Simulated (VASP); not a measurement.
# Settings for GaAs: deformation potentials

GaAs, F-43m (no. 216), 2 atoms in the cell. PBEsol, deformation potentials by finite strains; PAW potentials As, Ga_d (PBE set). VASP 6.6.1.

Wanted: gap deformation potential per relative change of volume within 0.05 eV; valence deformation potential b within 0.03 eV.

Strains: hydrostatic, tetragonal.

The series start from Strain step: 0.01; Cutoff ENCUT (eV): 380; Mesh of the SCF: 7x7x7; SCF threshold EDIFF (eV): 1e-8; PREC: Accurate. Each series keeps the choices made before it, and each single choice may use up half of a tolerance. Times cover all steps of a run.

## Strain step

| Strain step | Gap deformation potential per relative change of volume (eV) | Valence deformation potential b (eV) | Time (s) |
|---|---|---|---|
| 0.04 | -7.471 | -1.920 | 293 |
| 0.02 | -7.475 | -1.918 | 287 |
| 0.01 | -7.470 | -1.918 | 295 |
| 0.005 (reference) | -7.480 | -1.917 | 282 |

## Cutoff ENCUT (eV)

| Cutoff ENCUT (eV) | Gap deformation potential per relative change of volume (eV) | Valence deformation potential b (eV) | Time (s) |
|---|---|---|---|
| 200 | -7.539 | -1.916 | 263 |
| 240 | -7.471 | -1.923 | 260 |
| 290 | -7.471 | -1.920 | 263 |
| 380 | -7.471 | -1.920 | 293 |
| 460 (reference) | -7.470 | -1.920 | 292 |

## Mesh of the SCF

| Mesh of the SCF | Gap deformation potential per relative change of volume (eV) | Valence deformation potential b (eV) | Time (s) |
|---|---|---|---|
| 3x3x3 | -7.555 | -1.961 | 249 |
| 4x4x4 | -7.508 | -1.942 | 251 |
| 5x5x5 | -7.486 | -1.932 | 254 |
| 7x7x7 | -7.471 | -1.923 | 260 |
| 9x9x9 (reference) | -7.466 | -1.920 | 279 |

## SCF threshold EDIFF (eV)

| SCF threshold EDIFF (eV) | Gap deformation potential per relative change of volume (eV) | Valence deformation potential b (eV) | Time (s) |
|---|---|---|---|
| 0.0001 | -7.484 | -1.932 | 249 |
| 1e-5 | -7.486 | -1.933 | 252 |
| 1e-6 | -7.486 | -1.933 | 253 |
| 1e-8 (reference) | -7.486 | -1.932 | 254 |

## PREC

| PREC | Gap deformation potential per relative change of volume (eV) | Valence deformation potential b (eV) | Time (s) |
|---|---|---|---|
| Accurate | -7.484 | -1.932 | 249 |
| Normal | -7.485 | -1.933 | 246 |

## Question

The rows run from the loosest to the tightest (no order: PREC). For each series: choose the loosest value from which every tighter one stays within half of the tolerance; where there is no order, keep the first row unless others stay within half of the tolerance and take at least 30 % less time, and then take the fastest.

## Answer

- Strain step: 0.04
- Cutoff ENCUT (eV): 240
- Mesh of the SCF: 5x5x5
- SCF threshold EDIFF (eV): 0.0001
- PREC: Accurate

## All choices together

| Input | Gap deformation potential per relative change of volume (eV) | Valence deformation potential b (eV) | Time (s) |
|---|---|---|---|
| default cutoff, precision and threshold (naive) | -7.477 | -1.920 | 247 |
| chosen settings | -7.484 | -1.932 | 249 |
| reference settings throughout | -7.460 | -1.917 | 326 |

The tolerance is met.

## The input

INCAR.step1:
```
SYSTEM = GaAs
PREC = Accurate ; ENCUT = 380
EDIFF = 1E-8 ; LREAL = .FALSE.
LASPH = .TRUE. ; LWAVE = .FALSE.
LCHARG = .FALSE. ; ALGO = Normal
NELM = 100 ; ISMEAR = 0
SIGMA = 0.01 ; EFERMI = MIDGAP
GGA = PS ; IBRION = 2
ISIF = 3 ; NSW = 60
EDIFFG = -0.001
```

INCAR.step2, as INCAR.step1 but for:
```
- IBRION = 2
- ISIF = 3
- NSW = 60
- EDIFFG = -0.001
+ ISYM = 0
+ NBANDS = 17
```

INCAR.step3, as INCAR.step2 but for:
```
- ENCUT = 380
- EDIFF = 1E-8
- ISYM = 0
+ ENCUT = 240
+ EDIFF = 1E-4
+ ICORELEVEL = 1
```

KPOINTS.step1:
```
k-points
0
Gamma
  9 9 9
```

KPOINTS.step2:
```
k-points
0
Gamma
  10 10 10
```

KPOINTS.step3:
```
Automatic mesh
0
Gamma
  5 5 5
  0 0 0
```

KPOINTS_OPT:
```
Gamma, valence top, conduction bottom
3
Reciprocal
 0.0000000000  0.0000000000  0.0000000000 1
 0.0000000000  0.0000000000  0.0000000000 1
 0.0000000000  0.0000000000  0.0000000000 1
```

POSCAR.step1:
```
GaAs
1.0
    0.0000000000      2.8268500000      2.8268500000
    2.8268500000      0.0000000000      2.8268500000
    2.8268500000      2.8268500000      0.0000000000
As Ga
1 1
Direct
    0.7500000000      0.7500000000      0.7500000000
    0.0000000000      0.0000000000      0.0000000000
```

POSCAR.step2:
```
As Ga
 1.0000000000000000
     0.0000000000000000    2.8286946555386372    2.8286946555386372
     2.8286946555386372    0.0000000000000000    2.8286946555386372
     2.8286946555386372    2.8286946555386372    0.0000000000000000
 As  Ga
   1   1
Direct
  0.7500000000000000  0.7500000000000000  0.7500000000000000
  1.0000000000000000  0.0000000000000000 -0.0000000000000000
```

POSCAR.step3:
```
As Ga
 1.0000000000000000
     0.0000000000000000    2.7912290525291774    2.7912290525291774
     2.7912290525291774    0.0000000000000000    2.7912290525291774
     2.7912290525291774    2.7912290525291774    0.0000000000000000
 As  Ga
   1   1
Direct
  0.7500000000000000  0.7500000000000000  0.7500000000000000
  1.0000000000000000  0.0000000000000000 -0.0000000000000000
```

POSCAR.step4:
```
As Ga
 1.0000000000000000
     0.0000000000000000    2.8666631450480744    2.8666631450480744
     2.8666631450480744    0.0000000000000000    2.8666631450480744
     2.8666631450480744    2.8666631450480744    0.0000000000000000
 As  Ga
   1   1
Direct
  0.7499999999999999  0.7499999999999999  0.7499999999999999
  1.0000000000000000  0.0000000000000000 -0.0000000000000000
```

POSCAR.step5:
```
As Ga
 1.0000000000000000
     0.0000000000000000    2.8664105842791527    2.7532627980576070
     2.8664105842791527    0.0000000000000000    2.7532627980576070
     2.8664105842791527    2.8664105842791527    0.0000000000000000
 As  Ga
   1   1
Direct
  0.7500000000000000  0.7500000000000000  0.7500000000000000
  1.0000000000000000  0.0000000000000000 -0.0000000000000000
```

POSCAR.step6:
```
As Ga
 1.0000000000000000
     0.0000000000000000    2.7909787267981221    2.9041265130196674
     2.7909787267981221    0.0000000000000000    2.9041265130196674
     2.7909787267981221    2.7909787267981221    0.0000000000000000
 As  Ga
   1   1
Direct
  0.7500000000000003  0.7499999999999997  0.7500000000000000
  1.0000000000000000  0.0000000000000000 -0.0000000000000000
```

Commands (each step's output is kept before the next begins):
```
cat potpaw_PBE.64/As/POTCAR potpaw_PBE.64/Ga_d/POTCAR > POTCAR
cp INCAR.step1 INCAR
cp KPOINTS.step1 KPOINTS
cp POSCAR.step1 POSCAR
mpirun -np 2 vasp_std > vasp.out
cp CONTCAR POSCAR
cp INCAR.step2 INCAR
cp KPOINTS.step2 KPOINTS
cp POSCAR.step2 POSCAR
mpirun -np 2 vasp_std > vasp.out
cp INCAR.step3 INCAR
cp KPOINTS.step3 KPOINTS
cp POSCAR.step3 POSCAR
mpirun -np 2 vasp_std > vasp.out
cp POSCAR.step4 POSCAR
mpirun -np 2 vasp_std > vasp.out
cp POSCAR.step5 POSCAR
mpirun -np 2 vasp_std > vasp.out
cp POSCAR.step6 POSCAR
mpirun -np 2 vasp_std > vasp.out
```

The naive input happens to agree within the tolerance here, in 247 s.

Limits: Shifts of single edges take the deepest core levels as the reference, which a strain moves a little too.

The chosen input took VASP 6.6.1 249 s on 2 cores (Intel Xeon Platinum 8488C (Sapphire Rapids)), a shared host.

## An input that fails: strain step below the numerical noise

It runs to its end, but against the unchanged starting input it is off by 0.030 eV in the gap deformation potential per relative change of volume, 0.582 eV in the valence deformation potential b.

Strain step: 0.01 becomes 2e-5.

Changes against the starting input:
```
(POSCAR.step3)
-     0.0000000000000000    2.8192813708772797    2.8192813708772797
-     2.8192813708772797    0.0000000000000000    2.8192813708772797
-     2.8192813708772797    2.8192813708772797    0.0000000000000000
+     0.0000000000000000    2.8286757976371266    2.8286757976371266
+     2.8286757976371266    0.0000000000000000    2.8286757976371266
+     2.8286757976371266    2.8286757976371266    0.0000000000000000
(POSCAR.step4)
-     0.0000000000000000    2.8381393701697131    2.8381393701697131
-     2.8381393701697131    0.0000000000000000    2.8381393701697131
-     2.8381393701697131    2.8381393701697131    0.0000000000000000
+     0.0000000000000000    2.8287135135658676    2.8287135135658676
+     2.8287135135658676    0.0000000000000000    2.8287135135658676
+     2.8287135135658676    2.8287135135658676    0.0000000000000000
(POSCAR.step5)
-     0.0000000000000000    2.8381236377237662    2.8098366911683796
-     2.8381236377237662    0.0000000000000000    2.8098366911683796
-     2.8381236377237662    2.8381236377237662    0.0000000000000000
+     0.0000000000000000    2.8287135135030077    2.8286569396098966
+     2.8287135135030077    0.0000000000000000    2.8286569396098966
+     2.8287135135030077    2.8287135135030077    0.0000000000000000
-  0.7500000000000000  0.7500000000000000  0.7499999999999999
+  0.7499999999999998  0.7499999999999998  0.7500000000000001
(POSCAR.step6)
-     0.0000000000000000    2.8192656733535086    2.8475526199088947
-     2.8192656733535086    0.0000000000000000    2.8475526199088947
-     2.8192656733535086    2.8192656733535086    0.0000000000000000
+     0.0000000000000000    2.8286757975742667    2.8287323714673778
+     2.8286757975742667    0.0000000000000000    2.8287323714673778
+     2.8286757975742667    2.8286757975742667    0.0000000000000000
-  0.7499999999999999  0.7499999999999999  0.7500000000000002
-  1.0000000000000000  0.0000000000000000 -0.0000000000000000
+  0.7500000000000000  0.7500000000000002  0.7499999999999999
+  1.0000000000000000  0.0000000000000001 -0.0000000000000001
```
